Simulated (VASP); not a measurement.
# MoSe2 (P6_3/mmc) in VASP: a series of runs

One crystal, MoSe2, is run at these levels: PBEsol; tasks: relaxation of shape and atoms at fixed volume.

All numbers are computed with VASP 6.6.1; they aren't measurements. Logs are shortened: lines on timing, memory, paths and dates and some standing lists are left out, and cuts for length are marked.

### 1 The undisturbed crystal

It takes space group P6_3/mmc (No. 194, hexagonal). The conventional cell has a = 3.288 Å, b = 3.288 Å, c = 12.900 Å, α = 90.00°, β = 90.00°, γ = 120.00°. Mo (site symmetry -6m2) is surrounded by 6 Se at 2.49 Å. Se (site symmetry 3m) is surrounded by 3 Mo at 2.49 Å.

### 2 Relaxation of shape and atoms at fixed volume, PBEsol (a relaxed cell with its volume scaled by 1.02)

Input file INCAR:

```
SYSTEM = MoSe2
ALGO = Normal ; EDIFF = 1E-7
EDIFFG = -0.01 ; ENCUT = 600
GGA = PS ; IBRION = 2
ISIF = 4 ; ISMEAR = 0
KPAR = 2 ; LASPH = .TRUE.
LCHARG = .FALSE. ; LREAL = .FALSE.
LWAVE = .FALSE. ; NELM = 80
NSW = 40 ; PREC = Accurate
SIGMA = 0.03
```

Input file KPOINTS:

```
k-points
0
G
  9 9 2
  0 0 0
```

Input file POSCAR:

```
MoSe2                                   
1.0
    3.2925337874      0.0000000000     -0.0000000000
   -1.6462668938      2.8514179027      0.0000000000
    0.0000000000     -0.0000000000     13.2269488661
  Mo              Se            
     2     4
Direct
     0.3333333332999970    0.6666666667000030    0.2500000000000000
     0.6666666667000030    0.3333333332999970    0.7500000000000000
     0.3333333332999970    0.6666666667000030    0.6231807473536600
     0.6666666667000030    0.3333333332999970    0.1231807473536603
     0.3333333332999970    0.6666666667000030    0.8768192526463400
     0.6666666667000030    0.3333333332999970    0.3768192526463398
```

Potentials or basis: VASP PAW PBE potentials, release 64 (Mo_sv, Se).

Run with:

```console
$ cat potpaw_PBE.64/Mo_sv/POTCAR potpaw_PBE.64/Se/POTCAR > POTCAR
$ mpirun -np 2 vasp_std > vasp.out
```

OUTCAR:

```text
SYSTEM = MoSe2
   EDIFF = 1E-7
   EDIFFG = -0.01
   ENCUT = 600
   GGA = PS
   IBRION = 2
   ISIF = 4
   ISMEAR = 0
   LASPH = .TRUE.
   LREAL = .FALSE.
   NELM = 80
   NSW = 40
   PREC = Accurate

 ion  position               nearest neighbor table
   1  0.333  0.667  0.250-   4 2.54   6 2.54   4 2.54   6 2.54   4 2.54   6 2.54
   2  0.667  0.333  0.750-   3 2.54   5 2.54   3 2.54   5 2.54   3 2.54   5 2.54
   3  0.333  0.667  0.623-   2 2.54   2 2.54   2 2.54
   4  0.667  0.333  0.123-   1 2.54   1 2.54   1 2.54
   5  0.333  0.667  0.877-   2 2.54   2 2.54   2 2.54
   6  0.667  0.333  0.377-   1 2.54   1 2.54   1 2.54

  LATTYP: Found a hexagonal cell.
 ALAT       =     3.2925337874
 C/A-ratio  =     4.0172553177

  Lattice vectors:

 A1 = (   3.2925337874,   0.0000000000,   0.0000000000)
 A2 = (  -1.6462668938,   2.8514179027,   0.0000000000)
 A3 = (   0.0000000000,   0.0000000000,  13.2269488661)

Analysis of symmetry for initial positions (statically):
=====================================================================
 Subroutine PRICEL returns:
 Original cell was already a primitive cell.

 Routine SETGRP: Setting up the symmetry group for a
 hexagonal supercell.

 Subroutine GETGRP returns: Found 24 space group operations
 (whereof 12 operations were pure point group operations)
 out of a pool of 24 trial point group operations.

The static configuration has the point symmetry D_3d.
 The point group associated with its full space group is D_6h.

Analysis of symmetry for dynamics (positions and initial velocities):
=====================================================================
 Subroutine PRICEL returns:
 Original cell was already a primitive cell.

 Routine SETGRP: Setting up the symmetry group for a
 hexagonal supercell.

 Subroutine GETGRP returns: Found 24 space group operations
 (whereof 12 operations were pure point group operations)
 out of a pool of 24 trial point group operations.

The dynamic configuration has the point symmetry D_3d.
 The point group associated with its full space group is D_6h.

 Subroutine INISYM returns: Found 24 space group operations
 (whereof 12 operations are pure point group operations),
 and found     1 'primitive' translations

----------------------------------------------------------------------------------------

                                     Primitive cell

  volume of cell :     124.1798

  direct lattice vectors                    reciprocal lattice vectors
     3.292533787  0.000000000  0.000000000     0.303717460  0.175351357  0.000000000
    -1.646266894  2.851417903  0.000000000     0.000000000  0.350702715  0.000000000
     0.000000000  0.000000000 13.226948866     0.000000000  0.000000000  0.075603226

  length of vectors
     3.292533787  3.292533787 13.226948866     0.350702715  0.350702715  0.075603226

  position of ions in fractional coordinates (direct lattice)
     0.333333333  0.666666667  0.250000000
     0.666666667  0.333333333  0.750000000
     0.333333333  0.666666667  0.623180747
     0.666666667  0.333333333  0.123180747
     0.333333333  0.666666667  0.876819253
     0.666666667  0.333333333  0.376819253

  ion indices of the primitive-cell ions
   primitive index   ion index
                 1           1
                 2           2
                 3           3
                 4           4
                 5           5
                 6           6

----------------------------------------------------------------------------------------

 KPOINTS: k-points

Automatic generation of k-mesh.
 Grid dimensions read from file:
 generate k-points for:    9    9    2

 Generating k-lattice:

  Cartesian coordinates                     Fractional coordinates (reciprocal lattice)
     0.033746384  0.019483484  0.000000000     0.111111111  0.000000000  0.000000000
     0.000000000  0.038966968  0.000000000     0.000000000  0.111111111  0.000000000
     0.000000000  0.000000000  0.037801613     0.000000000  0.000000000  0.500000000

  Length of vectors
     0.038966968  0.038966968  0.037801613

  Shift w.r.t. Gamma in fractional coordinates (k-lattice)
     0.000000000  0.000000000  0.000000000

 Subroutine IBZKPT returns following result:
 ===========================================

 Found     24 irreducible k-points:

 Following reciprocal coordinates:
            Coordinates               Weight
  0.000000  0.000000  0.000000      1.000000
  0.111111  0.000000  0.000000      6.000000
  0.222222  0.000000  0.000000      6.000000
  0.333333  0.000000  0.000000      6.000000
  0.444444  0.000000  0.000000      6.000000
  0.111111  0.111111  0.000000      6.000000
[... 16 lines left out ...]
  0.333333  0.222222  0.500000     12.000000
  0.333333  0.333333  0.500000      2.000000
   k-points           NKPTS =     24   k-points in BZ     NKDIM =     24   number of bands    NBANDS=     31
   number of dos      NEDOS =    301   number of ions     NIONS =      6
   total plane-waves  NPLWV =  84672
   dimension x,y,z NGX =    28 NGY =   28 NGZ =  108
   dimension x,y,z NGXF=    56 NGYF=   56 NGZF=  216
   ions per type =               2   4
   NGX,Y,Z   is equivalent  to a cutoff of  14.14, 14.14, 13.57 a.u.
   NGXF,Y,Z  is equivalent  to a cutoff of  28.28, 28.28, 27.15 a.u.
 SYSTEM =  MoSe2
   PREC   = accura    normal or accurate (medium, high low for compatibility)
   ISTART =      0    job   : 0-new  1-cont  2-samecut
   ICHARG =      2    charge: 1-file 2-atom 10-const
   ISPIN  =      1    spin polarized calculation?
   LNONCOLLINEAR =      F non collinear calculations
   LSORBIT =      F    spin-orbit coupling
   LASPH  =      T    aspherical Exc in radial PAW
   ENCUT  =  600.0 eV  44.10 Ry    6.64 a.u.   6.58  6.58 26.42*2*pi/ulx,y,z
   NELM   =     80;   NELMIN=  2; NELMDL= -5     # of ELM steps
   EDIFF  = 0.1E-06   stopping-criterion for ELM
   LREAL  =      F    real-space projection
   EDIFFG = -.1E-01   stopping-criterion for IOM
   NSW    =     40    number of steps for IOM
   IBRION =      2    ionic relax: 0-MD 1-quasi-New 2-CG
   NFREE  =      1    steps in history (QN), initial steepest desc. (CG)
   ISIF   =      4    stress and relaxation
   ISYM   =      2    0-nonsym 1-usesym 2-fastsym
   POTIM  = 0.5000    time-step for ionic-motion
   TEBEG  =    0.0;   TEEND  =   0.0 temperature during run
   PSTRESS=    0.0 pullay stress
   NELECT =      52.0000    total number of electrons
   NUPDOWN=      -1.0000    fix difference up-down
   EMIN   =  10.00;   EMAX   =-10.00  energy-range for DOS
   EFERMI =   0.00;   METHOD = LEGACY
   ISMEAR =     0;   SIGMA  =   0.03  broadening in eV -4-tet -1-fermi 0-gaus
   EFERMI_NEDOS =   21; number of points for ismear=-14 and -15
   IALGO  =     38    algorithm
   IMIX   =      4    mixing-type and parameters
     AMIX     =   0.40;   BMIX     =  1.00
     AMIX_MAG =   1.60;   BMIX_MAG =  1.00
  volume/ion in A,a.u.               =      20.70       139.67
  Fermi-wavevector in a.u.,A,eV,Ry     =   1.224783  2.314504 20.409997  1.500092
  Thomas-Fermi vector in A             =   2.359845
   LORBIT       =      0    0 simple, 1 ext, 2 COOP (PROOUT), +10 PAW based schemes
   GGA     = PS    functional components
   LHFCALC =     F    Hartree Fock is set to
   AEXX    =    0.0000 exact exchange contribution
   IVDW    =     0    specifies the selected vdW correction
   LEPSILON=     F    determine dielectric tensor
   LRPA    =     F    only Hartree local field effects (RPA)
 conjugate gradient relaxation of ions
 non-spin polarized calculation
 Gauss-broadening in eV      SIGMA  =   0.03
  energy-cutoff  :      600.00
  volume of cell :      124.18
 maximum number of plane-waves:      4204
 NGX is ok and might be reduce to    28
   NGX = 13   NGY = 13   NGZ = 53

--------------------------------------- Ionic step        1  -------------------------------------------

 number of electron      51.9999997 magnetization

 Free energy of the ion-electron system (eV)
  ---------------------------------------------------
  ext. energy  EPLUGINS =         0.00000000
  ---------------------------------------------------
  free energy    TOTEN  =       -43.24511331 eV

  energy without entropy =      -43.24511331  energy(sigma->0) =      -43.24511331

------------------------ aborting loop because EDIFF is reached ----------------------------------------

  FORCE on cell =-STRESS in cart. coord.  units (eV):
  Direction    XX          YY          ZZ          XY          YZ          ZX
  --------------------------------------------------------------------------------------
  -------------------------------------------------------------------------------------
  Total       -1.8080587     -1.8080587     -2.1609799      0.0000000     -0.0000000      0.0000000
  in kB      -23.3277214    -23.3277214    -27.8811401      0.0000000     -0.0000000      0.0000000
  external PRESSURE =     -24.8455276 kB  Pullay stress =       0.0000000 kB
[... 145 lines left out ...]
  energy  without entropy=      -43.2581230823  energy(sigma->0) =      -43.25812308

--------------------------------------- Ionic step        5  -------------------------------------------

 number of electron      52.0000000 magnetization

 Free energy of the ion-electron system (eV)
  ---------------------------------------------------
  ext. energy  EPLUGINS =         0.00000000
  ---------------------------------------------------
  free energy    TOTEN  =       -43.26061136 eV

  energy without entropy =      -43.26061136  energy(sigma->0) =      -43.26061136

 E-fermi :   6.0774     XC(G=0): -10.6547

 val. band max:        5.8911047521   @ k =   0.0000   0.0000   0.0000
 cond. band min:       6.9608884900   @ k =   0.2222   0.1111   0.0000
 fundamental gap:      1.0697837379
 Fermi energy:         6.0773570336

 k-point     1 :       0.0000    0.0000    0.0000
  band No.  band energies     occupation
      1     -55.0537      2.00000
      2     -55.0537      2.00000
      3     -29.2624      2.00000
      4     -29.2624      2.00000
      5     -29.0538      2.00000
      6     -29.0538      2.00000
[... 838 lines left out ...]
  FREE ENERGIE OF THE ION-ELECTRON SYSTEM (eV)
  ---------------------------------------------------
  free  energy   TOTEN  =       -43.2606113584 eV

  energy  without entropy=      -43.2606113584  energy(sigma->0) =      -43.26061136

 reached required accuracy - stopping structural energy minimisation
```

It took 2.1 min on 2 MPI ranks of AMD EPYC 9R45 (Zen 5), shared host; peak memory 0.31 GiB.

Results:

```yaml
Free_energy: -43.2606 eV
Energy_gained_by_relaxing: 2.6 meV/atom
Ionic_steps: 5
Pressure_after_relaxing: -0.4 GPa
Largest_force_after_relaxing: 0.005 eV/Å
Band_gap_on_the_k_mesh: 1.07 eV, indirect (least direct gap 1.49 eV)
```

Forces on the atoms (eV/Å):
```
Mo   0.000  0.000  0.000
Mo   0.000  0.000  0.000
Se   0.000  0.000 -0.005
Se   0.000  0.000 -0.005
Se   0.000  0.000  0.005
Se   0.000  0.000  0.005
```

The path:
| step | energy change (eV) | largest force (eV/Å) | pressure (GPa) |
| --- | --- | --- | --- |
| 1 | 0.0000 | 0.2981 | -2.48 |
| 2 | -0.0090 | 0.0307 | -1.32 |
| 3 | -0.0090 | 0.0312 | -1.32 |
| 4 | -0.0130 | 0.0172 | -0.97 |
| 5 | -0.0155 | 0.0053 | -0.40 |

Final structure:
```
CELL_PARAMETERS angstrom
3.27619 0.00000 0.00000
-1.63810 2.83727 0.00000
0.00000 0.00000 13.35922
ATOMIC_POSITIONS crystal
Mo 0.33333 0.66667 0.25000
Mo 0.66667 0.33333 0.75000
Se 0.33333 0.66667 0.62536
Se 0.66667 0.33333 0.12536
Se 0.33333 0.66667 0.87464
Se 0.66667 0.33333 0.37464
```

Caveat: the PAW data sets were made with another functional, which shifts forces and pressure a little; an odd mesh through Γ misses points on the zone boundary, where band edges often lie; this functional lacks dispersion, which binds the layers, so the pressure and a relaxed spacing across them are unreliable.

### 3 Relaxation of shape and atoms at fixed volume, PBEsol (a relaxed cell with its volume scaled by 1.04)

INCAR is that of step 2.

KPOINTS is that of step 2.

POSCAR, as its differences from that of step 2:

```diff
@@ -2,5 +2,5 @@
 1.0
-    3.2925337874      0.0000000000     -0.0000000000
-   -1.6462668938      2.8514179027      0.0000000000
-    0.0000000000     -0.0000000000     13.2269488661
+    3.3139144760      0.0000000000     -0.0000000000
+   -1.6569572381      2.8699341222      0.0000000000
+    0.0000000000     -0.0000000000     13.3128405511
   Mo              Se
```

Potentials or basis: VASP PAW PBE potentials, release 64 (Mo_sv, Se).

Run with:

```console
$ cat potpaw_PBE.64/Mo_sv/POTCAR potpaw_PBE.64/Se/POTCAR > POTCAR
$ mpirun -np 2 vasp_std > vasp.out
```

Run time: 3.6 min. Hardware: 2 MPI ranks of AMD EPYC 9R45 (Zen 5), shared host; peak memory 0.31 GiB.

It converged, with:

| Item | Value |
| --- | --- |
| Free energy | -43.2532 eV |
| Energy gained by relaxing | 10.4 meV/atom |
| Ionic steps | 8 |
| Pressure after relaxing | -0.6 GPa |
| Band gap on the k mesh | 1.15 eV, indirect (least direct gap 1.50 eV) |

Step by step:
```tsv
step	energy change (eV)	largest force (eV/Å)	pressure (GPa)
1	0.0000	0.5766	-4.71
2	-0.0348	0.0786	-2.58
3	-0.0348	0.0608	-2.51
4	-0.0513	0.0307	-1.80
5	-0.0622	0.0274	-0.43
6	-0.0623	0.0232	-0.53
7	-0.0623	0.0181	-0.70
8	-0.0624	0.0006	-0.63
```

Final structure:
```
Mo Se
1.0
     3.27851    0.00000    0.00000
    -1.63926    2.83927    0.00000
     0.00000    0.00000   13.60192
Mo Se
2 4
Direct
  0.33333 0.66667 0.25000
  0.66667 0.33333 0.75000
  0.33333 0.66667 0.62760
  0.66667 0.33333 0.12760
  0.33333 0.66667 0.87240
  0.66667 0.33333 0.37240
```

Levels at points of the mesh, in eV from the valence-band top:
| k point | band 22 | band 23 | band 24 | band 25 | band 26 | band 27 | band 28 | band 29 | band 30 | band 31 |
| --- | --- | --- | --- | --- | --- | --- | --- | --- | --- | --- |
| (0.00, 0.00, 0.00) | -1.31 | -1.31 | -1.06 | -0.91 | 0.00 | 2.75 | 2.75 | 2.78 | 2.78 | 2.97 |
| (0.00, 0.00, 0.50) | -1.32 | -1.32 | -1.32 | -0.22 | -0.22 | 2.76 | 2.76 | 2.76 | 2.76 | 3.02 |

Caveat: the PAW data sets were made with another functional, which shifts forces and pressure a little; an odd mesh through Γ misses points on the zone boundary, where band edges often lie; this functional lacks dispersion, which binds the layers, so the pressure and a relaxed spacing across them are unreliable.

(Part 1 of 2 ends here.)
